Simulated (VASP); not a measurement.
# HgTe (Fm-3m) in VASP: single point with r2SCAN

Aim: the single point of HgTe with r2SCAN.

Program: VASP 6.6.1. These are calculated values, not measurements. Logs are shortened: lines on timing, memory, paths and dates and some standing lists are left out, and cuts for length are marked.

**1. The crystal as given**

It takes space group Fm-3m (No. 225, cubic). Conventional cell: a = 6.154 Å, b = 6.154 Å, c = 6.154 Å, α = 90.00°, β = 90.00°, γ = 90.00°. Hg (site symmetry m-3m) has 6 Te at 3.08 Å as nearest neighbours. Around Te (site symmetry m-3m) lie 6 Hg at 3.08 Å.

Measurements of this composition are mostly on another form, of space group No. 216.

**2. Single point, r2SCAN**

Contents of POSCAR:

```
HgTe
1.0
    0.0000000000      3.0771170000      3.0771170000
    3.0771170000      0.0000000000      3.0771170000
    3.0771170000      3.0771170000      0.0000000000
Hg Te
1 1
Direct
    0.0000000000      0.0000000000      0.0000000000
    0.5000000000      0.5000000000      0.5000000000
```

Contents of INCAR.step1:

```
ALGO     = Normal         # electronic algorithm
EDIFF    = 1E-4           # SCF threshold, eV
ENCUT    = 520            # plane-wave cutoff, eV
GGA      = PE             # functional
ISMEAR   = 0              # smearing method
LASPH    = True           # aspherical terms in the spheres
LCHARG   = False          # write CHGCAR
LREAL    = False          # projectors in reciprocal space
LWAVE    = True           # write WAVECAR
NBANDS   = 16             # bands
NELM     = 100            # most SCF steps
PREC     = Accurate       # precision mode
SIGMA    = 0.1            # smearing width, eV
```

Contents of INCAR.step2:

```
ALGO     = Normal         # electronic algorithm
EDIFF    = 1E-6           # SCF threshold, eV
ENCUT    = 520            # plane-wave cutoff, eV
ISIF     = 2              # what is computed and relaxed
ISMEAR   = 0              # smearing method
ISTART   = 1            
LASPH    = True           # aspherical terms in the spheres
LCHARG   = True           # write CHGCAR
LELF     = True           # ELF
LMIXTAU  = True         
LREAL    = False          # projectors in reciprocal space
LVHAR    = True         
LWAVE    = False          # write WAVECAR
METAGGA  = R2SCAN         # meta-GGA
NBANDS   = 16             # bands
NELM     = 100            # most SCF steps
PREC     = Accurate       # precision mode
SIGMA    = 0.1            # smearing width, eV
```

Contents of KPOINTS:

```
k-points
0
Gamma
  6 6 6
```

Potentials or basis: VASP PAW PBE potentials, release 64 (Hg, Te).

The run is started by

```
$ cat potpaw_PBE.64/Hg/POTCAR potpaw_PBE.64/Te/POTCAR > POTCAR
$ cp INCAR.step1 INCAR
$ mpirun -np 1 vasp_std > vasp.out
$ cp INCAR.step2 INCAR
$ mpirun -np 1 vasp_std > vasp.out
```

OUTCAR:

```text
EDIFF = 1E-6
   ENCUT = 520
   ISIF = 2
   ISMEAR = 0
   ISTART = 1
   LASPH = True
   LREAL = False
   METAGGA = R2SCAN
   NELM = 100
   PREC = Accurate

 ion  position               nearest neighbor table
   1  0.000  0.000  0.000-   2 3.08   2 3.08   2 3.08   2 3.08   2 3.08   2 3.08
   2  0.500  0.500  0.500-   1 3.08   1 3.08   1 3.08   1 3.08   1 3.08   1 3.08

  LATTYP: Found a face centered cubic cell.
 ALAT       =     6.1542340000

  Lattice vectors:

 A1 = (   0.0000000000,   3.0771170000,   3.0771170000)
 A2 = (   3.0771170000,   0.0000000000,   3.0771170000)
 A3 = (   3.0771170000,   3.0771170000,   0.0000000000)

Analysis of symmetry for initial positions (statically):
=====================================================================
 Subroutine PRICEL returns:
 Original cell was already a primitive cell.

 Routine SETGRP: Setting up the symmetry group for a
 face centered cubic supercell.

 Subroutine GETGRP returns: Found 48 space group operations
 (whereof 48 operations were pure point group operations)
 out of a pool of 48 trial point group operations.

The static configuration has the point symmetry O_h .

Analysis of symmetry for dynamics (positions and initial velocities):
=====================================================================
 Subroutine PRICEL returns:
 Original cell was already a primitive cell.

 Routine SETGRP: Setting up the symmetry group for a
 face centered cubic supercell.

 Subroutine GETGRP returns: Found 48 space group operations
 (whereof 48 operations were pure point group operations)
 out of a pool of 48 trial point group operations.

The dynamic configuration has the point symmetry O_h .

 Subroutine INISYM returns: Found 48 space group operations
 (whereof 48 operations are pure point group operations),
 and found     1 'primitive' translations

----------------------------------------------------------------------------------------

                                     Primitive cell

  volume of cell :      58.2723

  direct lattice vectors                    reciprocal lattice vectors
     0.000000000  3.077117000  3.077117000    -0.162489759  0.162489759  0.162489759
     3.077117000  0.000000000  3.077117000     0.162489759 -0.162489759  0.162489759
     3.077117000  3.077117000  0.000000000     0.162489759  0.162489759 -0.162489759

  length of vectors
     4.351700594  4.351700594  4.351700594     0.281440518  0.281440518  0.281440518

  position of ions in fractional coordinates (direct lattice)
[... 70 lines left out ...]
   EDIFF  = 0.1E-05   stopping-criterion for ELM
   LREAL  =      F    real-space projection
   EDIFFG = 0.1E-04   stopping-criterion for IOM
   NSW    =      0    number of steps for IOM
   IBRION =     -1    ionic relax: 0-MD 1-quasi-New 2-CG
   NFREE  =      0    steps in history (QN), initial steepest desc. (CG)
   ISIF   =      2    stress and relaxation
   ISYM   =      2    0-nonsym 1-usesym 2-fastsym
   POTIM  = 0.5000    time-step for ionic-motion
   TEBEG  =    0.0;   TEEND  =   0.0 temperature during run
   PSTRESS=    0.0 pullay stress
   NELECT =      18.0000    total number of electrons
   NUPDOWN=      -1.0000    fix difference up-down
   EMIN   =  10.00;   EMAX   =-10.00  energy-range for DOS
   EFERMI =   0.00;   METHOD = LEGACY
   ISMEAR =     0;   SIGMA  =   0.10  broadening in eV -4-tet -1-fermi 0-gaus
   EFERMI_NEDOS =   21; number of points for ismear=-14 and -15
   IALGO  =     38    algorithm
   IMIX   =      4    mixing-type and parameters
     AMIX     =   0.40;   BMIX     =  1.00
     AMIX_MAG =   1.60;   BMIX_MAG =  1.00
  volume/ion in A,a.u.               =      29.14       196.62
  Fermi-wavevector in a.u.,A,eV,Ry     =   1.106653  2.091272 16.662809  1.224682
  Thomas-Fermi vector in A             =   2.243157
   LORBIT       =      0    0 simple, 1 ext, 2 COOP (PROOUT), +10 PAW based schemes
   METAGGA = R2SCAN    functional components
   LHFCALC =     F    Hartree Fock is set to
   AEXX    =    0.0000 exact exchange contribution
   IVDW    =     0    specifies the selected vdW correction
   LEPSILON=     F    determine dielectric tensor
   LRPA    =     F    only Hartree local field effects (RPA)
 non-spin polarized calculation
 Gauss-broadening in eV      SIGMA  =   0.10
  energy-cutoff  :      520.00
  volume of cell :       58.27
 maximum number of plane-waves:      1588
   NGX = 17   NGY = 17   NGZ = 17

 number of electron      17.9999999 magnetization

 Free energy of the ion-electron system (eV)
  ---------------------------------------------------
  ext. energy  EPLUGINS =         0.00000000
  ---------------------------------------------------
  free energy    TOTEN  =       -74.89014210 eV

  energy without entropy =      -74.88113279  energy(sigma->0) =      -74.88563745

 E-fermi :   3.9491     XC(G=0): -10.2944

 val. band max:        3.8369545002   @ k =   0.3333   0.0000   0.0000
 cond. band min:       3.9699405405   @ k =  -0.3333   0.1667   0.0000
 fundamental gap:      0.1329860403
 Fermi energy:         3.9491470995

 k-point     1 :       0.0000    0.0000    0.0000
  band No.  band energies     occupation
      1      -8.3815      2.00000
      2      -2.9737      2.00000
      3      -2.9737      2.00000
      4      -2.9074      2.00000
      5      -2.9074      2.00000
      6      -2.9074      2.00000
[... 281 lines left out ...]
      3      -2.9828      2.00000
      4      -2.8222      2.00000
      5      -2.6856      2.00000
      6      -2.2133      2.00000
[... 8 lines left out ...]
     15      15.8778      0.00000
     16      17.2251      0.00000

------------------------ aborting loop because EDIFF is reached ----------------------------------------

  FORCE on cell =-STRESS in cart. coord.  units (eV):
  Direction    XX          YY          ZZ          XY          YZ          ZX
  --------------------------------------------------------------------------------------
  -------------------------------------------------------------------------------------
  Total       -0.5582501     -0.5582501     -0.5582501      0.0000000      0.0000000      0.0000000
  in kB      -15.3489041    -15.3489041    -15.3489041      0.0000000      0.0000000      0.0000000
  external PRESSURE =     -15.3489041 kB  Pullay stress =       0.0000000 kB

 VOLUME and BASIS-vectors are now :
 -----------------------------------------------------------------------------
  energy-cutoff  :      520.00
  volume of cell :       58.27
      direct lattice vectors                 reciprocal lattice vectors
     0.000000000  3.077117000  3.077117000    -0.162489759  0.162489759  0.162489759
     3.077117000  0.000000000  3.077117000     0.162489759 -0.162489759  0.162489759
     3.077117000  3.077117000  0.000000000     0.162489759  0.162489759 -0.162489759

 POSITION                                       TOTAL-FORCE (eV/Angst)
 -----------------------------------------------------------------------------------
      0.00000      0.00000      0.00000        -0.000000     -0.000000      0.000000
      3.07712      3.07712      3.07712         0.000000      0.000000     -0.000000
 -----------------------------------------------------------------------------------
    total drift:                                0.000000     -0.000000     -0.000000

  FREE ENERGIE OF THE ION-ELECTRON SYSTEM (eV)
  ---------------------------------------------------
  free  energy   TOTEN  =       -74.8901420988 eV

  energy  without entropy=      -74.8811327924  energy(sigma->0) =      -74.88563745
```

Run time: 21 s. Hardware: 1 thread of Intel Xeon 6975P-C (Granite Rapids), shared host; peak memory 0.19 GiB.

Results:

```yaml
Free_energy: -74.8901 eV
Pressure: -1.5 GPa
Band_gap_on_the_k_mesh: none (metal or under the smearing width)
```

Levels at points of the mesh, in eV from the Fermi level:
```tsv
k point	band 5	band 6	band 7	band 8	band 9	band 10	band 11	band 12	band 13	band 14
(0.00, 0.00, 0.00)	-6.86	-6.86	-0.80	-0.79	-0.79	-0.79	8.03	8.03	8.03	8.18
(0.50, 0.00, 0.00)	-6.70	-6.70	-5.62	0.17	0.17	3.05	3.77	4.27	4.27	10.86
(0.50, 0.50, 0.00)	-6.63	-6.04	-4.25	-2.68	-2.31	-2.31	5.20	9.59	9.59	10.12
```

Caveat: the PAW data sets were made with another functional, which shifts forces and pressure a little.
